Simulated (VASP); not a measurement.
# Se (R-3m) in VASP: notebook, part 2 of 2

VASP 6.6.1.

## Step 3: Relaxation of cell and atoms, r2SCAN, target pressure 148 GPa, at which the enthalpy is minimised

This run uses another cell than the first one, of 11.32 Å³/atom, 0.889 times its volume.

INCAR reads:

```
ALGO = Normal ; EDIFF = 1E-6
EDIFFG = -0.01 ; ENCUT = 600
IBRION = 2 ; ISIF = 3
ISMEAR = 0 ; LASPH = T
LCHARG = F ; LMIXTAU = T
LREAL = F ; LWAVE = F
METAGGA = R2SCAN ; NELM = 80
NSW = 90 ; PREC = Accurate
PSTRESS = 1480.0 ; SIGMA = 0.03
```

KPOINTS reads:

```
k-points
0
Gamma
  15 15 13
```

POSCAR reads:

```
Se
1.0
    1.9250000000      1.1113992682      0.8816666667
   -1.9250000000      1.1113992682      0.8816666667
    0.0000000000     -2.2227985364      0.8816666667
Se
1
Direct
    0.0000000000      0.0000000000      0.0000000000
```

Potentials or basis: VASP PAW PBE potentials, release 64 (Se).

Launch:

```console
> cat potpaw_PBE.64/Se/POTCAR > POTCAR
> mpirun -np 1 vasp_std > vasp.out
```

OUTCAR:

```text
EDIFF = 1E-6
   EDIFFG = -0.01
   ENCUT = 600
   IBRION = 2
   ISIF = 3
   ISMEAR = 0
   LASPH = T
   LREAL = F
   METAGGA = R2SCAN
   NELM = 80
   NSW = 90
   PREC = Accurate
   PSTRESS = 1480.0

 ion  position               nearest neighbor table
   1  0.000  0.000  0.000-

  LATTYP: Found a trigonal (rhomboedric) cell.
 ALAT       =     2.3912694211
 COS(alpha) =    -0.2960878603

  Lattice vectors:

 A1 = (   1.9250000000,   1.1113992682,   0.8816666667)
 A2 = (  -1.9250000000,   1.1113992682,   0.8816666667)
 A3 = (   0.0000000000,  -2.2227985364,   0.8816666667)

Analysis of symmetry for initial positions (statically):
=====================================================================
 Subroutine PRICEL returns:
 Original cell was already a primitive cell.

 Routine SETGRP: Setting up the symmetry group for a
 trigonal (rhombohedral) supercell.

 Subroutine GETGRP returns: Found 12 space group operations
 (whereof 12 operations were pure point group operations)
 out of a pool of 12 trial point group operations.

The static configuration has the point symmetry D_3d.

Analysis of symmetry for dynamics (positions and initial velocities):
=====================================================================
 Subroutine PRICEL returns:
 Original cell was already a primitive cell.

 Routine SETGRP: Setting up the symmetry group for a
 trigonal (rhombohedral) supercell.

 Subroutine GETGRP returns: Found 12 space group operations
 (whereof 12 operations were pure point group operations)
 out of a pool of 12 trial point group operations.

The dynamic configuration has the point symmetry D_3d.

 Subroutine INISYM returns: Found 12 space group operations
 (whereof 12 operations are pure point group operations),
 and found     1 'primitive' translations

----------------------------------------------------------------------------------------

                                     Primitive cell

  volume of cell :      11.3177

  direct lattice vectors                    reciprocal lattice vectors
     1.925000000  1.111399268  0.881666667     0.259740260  0.149961109  0.378071834
    -1.925000000  1.111399268  0.881666667    -0.259740260  0.149961109  0.378071834
     0.000000000 -2.222798536  0.881666667     0.000000000 -0.299922218  0.378071834

  length of vectors
     2.391269421  2.391269421  2.391269421     0.482588487  0.482588487  0.482588487

  position of ions in fractional coordinates (direct lattice)
     0.000000000  0.000000000  0.000000000

  ion indices of the primitive-cell ions
   primitive index   ion index
                 1           1

----------------------------------------------------------------------------------------

 KPOINTS: k-points

Automatic generation of k-mesh.
 Grid dimensions read from file:
 generate k-points for:   15   15   13

 Generating k-lattice:

  Cartesian coordinates                     Fractional coordinates (reciprocal lattice)
     0.017316017  0.009997407  0.025204789     0.066666667  0.000000000  0.000000000
    -0.017316017  0.009997407  0.025204789     0.000000000  0.066666667  0.000000000
[... 76 lines left out ...]
   LSORBIT =      F    spin-orbit coupling
   LASPH  =      T    aspherical Exc in radial PAW
   ENCUT  =  600.0 eV  44.10 Ry    6.64 a.u.   4.78  4.78  4.78*2*pi/ulx,y,z
   NELM   =     80;   NELMIN=  2; NELMDL= -5     # of ELM steps
   EDIFF  = 0.1E-05   stopping-criterion for ELM
   LREAL  =      F    real-space projection
   EDIFFG = -.1E-01   stopping-criterion for IOM
   NSW    =     90    number of steps for IOM
   IBRION =      2    ionic relax: 0-MD 1-quasi-New 2-CG
   NFREE  =      1    steps in history (QN), initial steepest desc. (CG)
   ISIF   =      3    stress and relaxation
   ISYM   =      2    0-nonsym 1-usesym 2-fastsym
   POTIM  = 0.5000    time-step for ionic-motion
   TEBEG  =    0.0;   TEEND  =   0.0 temperature during run
   PSTRESS= 1480.0 pullay stress
   NELECT =       6.0000    total number of electrons
   NUPDOWN=      -1.0000    fix difference up-down
   EMIN   =  10.00;   EMAX   =-10.00  energy-range for DOS
   EFERMI =   0.00;   METHOD = LEGACY
   ISMEAR =     0;   SIGMA  =   0.03  broadening in eV -4-tet -1-fermi 0-gaus
   EFERMI_NEDOS =   21; number of points for ismear=-14 and -15
   IALGO  =     38    algorithm
   IMIX   =      4    mixing-type and parameters
     AMIX     =   0.40;   BMIX     =  1.00
     AMIX_MAG =   1.60;   BMIX_MAG =  1.00
  volume/ion in A,a.u.               =      11.32        76.38
  Fermi-wavevector in a.u.,A,eV,Ry     =   1.324971  2.503832 23.885687  1.755548
  Thomas-Fermi vector in A             =   2.454466
   LORBIT       =      0    0 simple, 1 ext, 2 COOP (PROOUT), +10 PAW based schemes
   METAGGA = R2SCAN    functional components
   LHFCALC =     F    Hartree Fock is set to
   AEXX    =    0.0000 exact exchange contribution
   IVDW    =     0    specifies the selected vdW correction
   LEPSILON=     F    determine dielectric tensor
   LRPA    =     F    only Hartree local field effects (RPA)
 conjugate gradient relaxation of ions
 non-spin polarized calculation
 Gauss-broadening in eV      SIGMA  =   0.03
  energy-cutoff  :      600.00
  volume of cell :       11.32
 maximum number of plane-waves:       393
   NGX =  9   NGY =  9   NGZ =  9

--------------------------------------- Ionic step        1  -------------------------------------------

 number of electron       6.0000000 magnetization

 Free energy of the ion-electron system (eV)
  ---------------------------------------------------
  ext. energy  EPLUGINS =         0.00000000
  ---------------------------------------------------
  free energy    TOTEN  =       -10.92713979 eV

  energy without entropy =      -10.92700917  energy(sigma->0) =      -10.92707448

------------------------ aborting loop because EDIFF is reached ----------------------------------------

  FORCE on cell =-STRESS in cart. coord.  units (eV):
  Direction    XX          YY          ZZ          XY          YZ          ZX
  --------------------------------------------------------------------------------------
  -------------------------------------------------------------------------------------
  Total       11.4886740     11.4886740     11.5385592      0.0000000     -0.0000000      0.0000000
  in kB     1626.3873008   1626.3873008   1633.4492762      0.0000000     -0.0000000      0.0000000
  external PRESSURE =     148.7412926 kB  Pullay stress =    1480.0000000 kB
[... 94 lines left out ...]
  energy  without entropy=      -11.2149098538  energy(sigma->0) =      -11.21495766

  enthalpy is  TOTEN    =        -0.4853935690 eV   P V=       10.7296118942

[... ionic steps 4 to 11 ...]

--------------------------------------- Ionic step       12  -------------------------------------------

 number of electron       6.0000000 magnetization

------------------------ aborting loop because EDIFF is reached ----------------------------------------
[... 69 lines left out ...]
--------------------------------------- Ionic step       14  -------------------------------------------

 number of electron       6.0000000 magnetization

 Free energy of the ion-electron system (eV)
  ---------------------------------------------------
  ext. energy  EPLUGINS =         0.00000000
  ---------------------------------------------------
  free energy    TOTEN  =       -11.23168947 eV

  energy without entropy =      -11.23155357  energy(sigma->0) =      -11.23162152

 E-fermi :  14.3181     XC(G=0): -14.0916

 val. band max:       14.3053976909   @ k =  -0.4667   0.4000   0.2308
 cond. band min:      14.3240404939   @ k =   0.1333   0.1333   0.0000
 fundamental gap:      0.0186428029
 Fermi energy:        14.3180820151

 k-point     1 :       0.0000    0.0000    0.0000
  band No.  band energies     occupation
      1      -9.9828      2.00000
      2      19.3143      0.00000
      3      22.0177      0.00000
      4      22.0177      0.00000
      5      26.5509      0.00000
      6      26.5509      0.00000
      7      29.7310      0.00000
[... 221 lines left out ...]
 k-point    24 :       0.2000    0.1333    0.0000
  band No.  band energies     occupation
      1      -7.2847      2.00000
      2      10.2320      2.00000
      3      13.0627      2.00000
      4      18.0923      0.00000
      5      27.1341      0.00000
      6      29.9477      0.00000
      7      33.2011      0.00000

 [... further k-points ...]

------------------------ aborting loop because EDIFF is reached ----------------------------------------

  FORCE on cell =-STRESS in cart. coord.  units (eV):
  Direction    XX          YY          ZZ          XY          YZ          ZX
  --------------------------------------------------------------------------------------
  -------------------------------------------------------------------------------------
  Total       10.7488448     10.7488448     10.7390524      0.0000000      0.0000000      0.0000000
  in kB     1480.6604107   1480.6604108   1479.3114923      0.0000000      0.0000000      0.0000000
  external PRESSURE =       0.2107713 kB  Pullay stress =    1480.0000000 kB
[... 20 lines left out ...]
  energy  without entropy=      -11.2315535690  energy(sigma->0) =      -11.23162152

  enthalpy is  TOTEN    =        -0.4876388715 eV   P V=       10.7440505992

 reached required accuracy - stopping structural energy minimisation
```

OSZICAR:

```text
N       E                     dE             d eps       ncg     rms          rms(c)
DAV:   1     0.237489652822E+01    0.23749E+01   -0.39057E+03 11214   0.920E+02
DAV:   2    -0.117748891837E+02   -0.14150E+02   -0.13576E+02 15386   0.974E+01
DAV:   3    -0.119016501106E+02   -0.12676E+00   -0.12510E+00 12978   0.103E+01
[... 110 lines left out ...]
DAV:   1    -0.112316964042E+02    0.18113E-01   -0.10224E-03 13062   0.231E-01    0.454E-02
DAV:   2    -0.112316859105E+02    0.10494E-04   -0.31636E-05 13083   0.529E-02    0.237E-02
DAV:   3    -0.112316808907E+02    0.50198E-05   -0.22951E-05 11109   0.469E-02    0.604E-03
DAV:   4    -0.112316889924E+02   -0.81017E-05   -0.36940E-06 11410   0.158E-02    0.331E-03
DAV:   5    -0.112316894707E+02   -0.47830E-06   -0.16776E-07  5565   0.568E-03
  14 F= -.48763887E+00 E0= -.48757092E+00  d E =-.694963E-06
```

CONTCAR:

```text
Se
   1.00000000000000
     1.9250064780605791    1.1114030083578528    0.9060703069163808
    -1.9250064780605791    1.1114030083578528    0.9060703069163808
     0.0000000000000000   -2.2228060167157055    0.9060703069163808
  Se
     1
Direct
     0.0000000000000000    0.0000000000000000    0.0000000000000000

  0.00000000E+00  0.00000000E+00  0.00000000E+00
```

Run time: 19 min. Hardware: 1 thread of Intel Xeon Platinum 8488C (Sapphire Rapids), shared host; peak memory 0.2 GiB.

What came out:

* Free energy: -11.2317 eV
* Relaxed volume: 11.63 Å³/atom
* Relaxed cell: a = 2.400 Å, b = 2.400 Å, c = 2.400 Å, α = 106.64°, β = 106.64°, γ = 106.64°
* Space group after relaxing (to 0.05 Å): R-3m (No. 166)
* Energy change on relaxing (the enthalpy is what falls): -304.5 meV/atom
* Ionic steps: 14
* Pressure after relaxing: 148.0 GPa
* Band gap on the k mesh: none (metal or under the smearing width)

Stress tensor (GPa, compression positive):
```
148.07   0.00   0.00
  0.00 148.07   0.00
  0.00   0.00 147.93
```

The path:
```tsv
step	energy change (eV)	largest force (eV/Å)	pressure (GPa)	volume (Å³)
1	0.0000	0.0000	162.87	11.32
2	-1.3748	0.0000	88.41	13.13
3	-0.2879	0.0000	147.14	11.62
4	-0.2728	0.0000	148.00	11.60
5	-0.2780	0.0000	147.79	11.60
6	-0.2853	0.0000	147.74	11.61
7	-0.2884	0.0000	147.80	11.61
8	-0.2945	0.0000	147.84	11.62
9	-0.3046	0.0000	148.09	11.63
10	-0.3016	0.0000	148.10	11.63
11	-0.3020	0.0000	148.13	11.63
12	-0.3023	0.0000	148.13	11.63
13	-0.3227	0.0000	147.03	11.65
14	-0.3045	0.0000	148.02	11.63
```

Final structure:
```
CELL_PARAMETERS angstrom
1.92501 1.11140 0.90607
-1.92501 1.11140 0.90607
0.00000 -2.22281 0.90607
ATOMIC_POSITIONS crystal
Se 0.00000 0.00000 0.00000
```

Caveat: the cell is relaxed towards a set pressure, so the enthalpy falls and the energy may rise; the PAW data sets were made with another functional, which shifts forces and pressure a little. Zero-point motion and thermal expansion aren't in these numbers.

## Step 4: Relaxation of cell and atoms, r2SCAN, target pressure 148 GPa, at which the enthalpy is minimised

This run uses another cell than the first one, of 11.63 Å³/atom, 0.914 times its volume.

INCAR, as its differences from that of step 3:

```diff
@@ -1,3 +1,3 @@
-ALGO = Normal ; EDIFF = 1E-6
-EDIFFG = -0.01 ; ENCUT = 600
+ALGO = Normal ; EDIFF = 1E-7
+EDIFFG = -0.005 ; ENCUT = 600
 IBRION = 2 ; ISIF = 3
```

KPOINTS is that of step 3.

POSCAR reads:

```
Se                                      
1.0
    1.9250064781      1.1114030084      0.9060703069
   -1.9250064781      1.1114030084      0.9060703069
    0.0000000000     -2.2228060167      0.9060703069
  Se            
     1
Direct
     0.0000000000000000    0.0000000000000000    0.0000000000000000
```

Launch:

```console
> cat potpaw_PBE.64/Se/POTCAR > POTCAR
> mpirun -np 1 vasp_std > vasp.out
```

Wall time 4.4 min (1 thread of Intel Xeon Platinum 8488C (Sapphire Rapids), shared host); peak memory 0.19 GiB.

It converged, with:

- Free energy: -11.2316 eV
- Energy change on relaxing (the enthalpy is what falls): +0.2 meV/atom
- Ionic steps: 2
- Pressure after relaxing: 148.0 GPa
- Band gap on the k mesh: none (metal or under the smearing width)

Step by step:
| step | energy change (eV) | largest force (eV/Å) | pressure (GPa) | volume (Å³) |
| --- | --- | --- | --- | --- |
| 1 | 0.0000 | 0.0000 | 148.00 | 11.63 |
| 2 | 0.0002 | 0.0000 | 147.99 | 11.63 |

Final structure:
```
Se
1.0
     1.92529    1.11157    0.90578
    -1.92529    1.11157    0.90578
     0.00000   -2.22314    0.90578
Se
1
Direct
  0.00000 0.00000 0.00000
```

Levels at points of the mesh, in eV from the Fermi level:
```tsv
k point	band 1	band 2	band 3	band 4	band 5	band 6	band 7
(0.00, 0.00, 0.00)	-24.30	5.00	7.70	7.70	12.24	12.24	15.41
```

Caveat: the cell is relaxed towards a set pressure, so the enthalpy falls and the energy may rise; the PAW data sets were made with another functional, which shifts forces and pressure a little.

## Step 5: Relaxation of cell and atoms, PBE

This run uses another cell than the first one, of 11.32 Å³/atom, 0.889 times its volume.

INCAR reads:

```
SYSTEM = Se
PREC = Accurate ; ENCUT = 600
EDIFF = 1E-6 ; ISMEAR = 0
SIGMA = 0.03 ; LREAL = .False.
LASPH = .True. ; NELM = 80
ALGO = Normal ; ISIF = 3
LWAVE = .False. ; LCHARG = .False.
GGA = PE ; IBRION = 2
NSW = 90 ; EDIFFG = -0.01
```

KPOINTS reads:

```
Automatic mesh
0
Gamma
  15 15 13
  0 0 0
```

POSCAR reads:

```
Se
1.0
    1.9250000000      1.1113992682      0.8816666667
   -1.9250000000      1.1113992682      0.8816666667
    0.0000000000     -2.2227985364      0.8816666667
Se
1
Direct
    0.0000000000      0.0000000000      0.0000000000
```

Launch:

```console
> cat potpaw_PBE.64/Se/POTCAR > POTCAR
> mpirun -np 1 vasp_std > vasp.out
```

It took 6.7 min on 1 thread of Intel Xeon Platinum 8488C (Sapphire Rapids), shared host; peak memory 0.19 GiB.

The run converged. Its results:

```
Free energy                            : -3.3249 eV
Relaxed volume                         : 22.57 Å³/atom
Relaxed cell                           : a = 2.827 Å, b = 2.827 Å, c = 2.827 Å, α = 91.63°, β = 91.63°, γ = 91.63°
Space group after relaxing (to 0.05 Å) : R-3m (No. 166)
Energy gained by relaxing              : 3059.5 meV/atom
Ionic steps                            : 24
Pressure after relaxing                : 0.0 GPa
Band gap on the k mesh                 : none (metal or under the smearing width)
```

Stress tensor (GPa, compression positive):
```
-0.06  0.00  0.00
 0.00 -0.06  0.00
 0.00  0.00  0.04
```

The path:
```tsv
step	energy change (eV)	largest force (eV/Å)	pressure (GPa)	volume (Å³)
1	0.0000	0.0000	161.12	11.32
2	-1.4596	0.0000	-8.57	42.07
3	-2.6849	0.0000	-3.24	21.57
4	-2.6927	0.0000	-1.94	21.10
5	-2.6967	0.0000	0.17	20.44
6	-2.6963	0.0000	-0.60	20.67
7	-2.7623	0.0000	-0.59	20.77
8	-2.9505	0.0000	1.73	20.80
9	-2.9596	0.0000	12.90	19.77
10	-2.9818	0.0000	11.06	20.08
11	-3.0254	0.0000	5.92	21.00
12	-2.9965	0.0000	-2.36	22.72
13	-3.0337	0.0000	3.09	21.54
14	-3.0368	0.0000	3.06	21.57
15	-3.0438	0.0000	3.15	21.64
16	-3.0513	0.0000	3.02	21.73
17	-3.0438	0.0000	2.18	21.72
18	-3.0520	0.0000	2.79	21.76
19	-3.0581	0.0000	0.89	22.28
20	-3.0589	0.0000	-0.09	22.58
21	-3.0589	0.0000	-0.04	22.56
22	-3.0590	0.0000	-0.04	22.56
23	-3.0592	0.0000	-0.03	22.56
24	-3.0595	0.0000	-0.03	22.57
```

Final structure:
```xyz
1
Lattice="2.0272 1.1704 1.5852 -2.0272 1.1704 1.5852 0.0000 -2.3408 1.5852" Properties=species:S:1:pos:R:3 pbc="T T T"
Se    2.0272    1.1704    1.5852
```

Levels at points of the mesh, in eV from the Fermi level:
| k point | band 1 | band 2 | band 3 | band 4 | band 5 | band 6 |
| --- | --- | --- | --- | --- | --- | --- |
| (0.00, 0.00, 0.00) | -16.04 | 1.26 | 1.48 | 1.48 | 7.79 | 7.79 |

Caveat: the volume moved by over 15 % at a fixed basis, so the end points are rough; the volume moved by +99 % from the deposited cell, more than functionals usually miss.

## Step 6: Summary

```tsv
level	potentials or basis	cell	target pressure	gap on the mesh (eV)	pressure (GPa)
LDA	VASP PAW LDA potentials, release 64 (Se)	relaxed to 94 GPa	94 GPa	none	94.0
r2SCAN	VASP PAW PBE potentials, release 64 (Se)	relaxed to 148 GPa	148 GPa	none	148.0
PBE	VASP PAW PBE potentials, release 64 (Se)	relaxed	-	none	0.0
```

Alike in all rows: task relaxation of cell and atoms; no spin polarisation; k mesh 15 × 15 × 13; cutoff (eV) 600; smearing gaussian 0.03 eV.

Caveats: the cell is relaxed towards a set pressure, so the enthalpy falls and the energy may rise (some runs); the PAW data sets were made with another functional, which shifts forces and pressure a little (some runs); the volume moved by over 15 % at a fixed basis, so the end points are rough (some runs); the volume moved by +99 % from the deposited cell, more than functionals usually miss (some runs).

Total energies depend on the potentials used, so only differences within one code and one set of settings carry meaning.
